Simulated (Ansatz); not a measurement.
## Symmetry broken, then relaxed in WS$_{2}$

Method: DFT LDA, scalar-relativistic, plane waves, PAW in Ansatz. Cutoff 420 eV, Γ-centred 12×12×2 k-points, Gaussian smearing of 0.05 eV. Spin–orbit coupling is left out, which can shift energies with elements as heavy as these. No spin polarisation. Energies are free energies at this smearing, counted from the undisturbed cell; pressure is positive in compression.

Reference structure (relaxed at this level):

```
CELL_PARAMETERS angstrom
3.12689 0.00000 0.00000
-1.56344 2.70796 0.00000
0.00000 0.00000 12.15597
ATOMIC_POSITIONS crystal
W 0.33333 0.66667 0.25000
W 0.66667 0.33333 0.75000
S 0.33333 0.66667 0.62152
S 0.66667 0.33333 0.12152
S 0.33333 0.66667 0.87848
S 0.66667 0.33333 0.37848
```

The cell holds layers and no dispersion correction was added, so their binding is poorly described.

The atoms are displaced (Å, in the unstrained cell):

| atom | ux | uy | uz |
| --- | --- | --- | --- |
| W1 | 0.006 | 0.021 | 0.002 |
| W2 | -0.009 | -0.020 | -0.033 |
| S3 | -0.006 | -0.012 | 0.010 |
| S4 | -0.008 | -0.019 | -0.018 |
| S5 | 0.007 | 0.022 | 0.025 |
| S6 | 0.009 | 0.008 | 0.015 |

The cell is strained by (-0.0068, -0.0021, 0.0089, 0.0425, 0.0280, 0.0262) (xx, yy, zz, yz, xz, xy; engineering shear). Cell and atoms are then relaxed.

**Question.** Does the relaxation return to the undisturbed structure?

**Answer.** Yes (up to a choice of domain or origin): same space group and volume, and an energy 0.0 meV/atom from it. The disturbance itself cost 47.7 meV/atom. The final space group reads P6_3/mmc (tolerance 0.05 Å) and the volume changes by 0.05 %.

Final structure:

```
W S
1.0
     3.12697   -0.00005    0.00012
    -1.56353    2.70804    0.00007
     0.00041    0.00051   12.16095
W S
2 4
Direct
  0.33330 0.66665 0.25001
  0.66671 0.33335 0.74999
  0.33343 0.66670 0.62154
  0.66666 0.33335 0.12155
  0.33334 0.66665 0.87845
  0.66657 0.33330 0.37846
```

The relaxation, step by step (energy from the first step; small jumps at an unchanged geometry come where the plane waves are selected anew for the new cell):

| step | ΔE (meV/atom) | largest force component (eV/Å) | pressure (GPa) |
| --- | --- | --- | --- |
| 1 | 0.0 | 1.515 | -0.40 |
| 2 | -29.4 | 0.822 | 0.47 |
| 3 | -47.3 | 0.108 | -0.34 |
| 4 | -47.6 | 0.021 | 0.21 |
| 5 | -47.7 | 0.003 | -0.03 |
| 6 | -47.7 | 0.003 | -0.03 |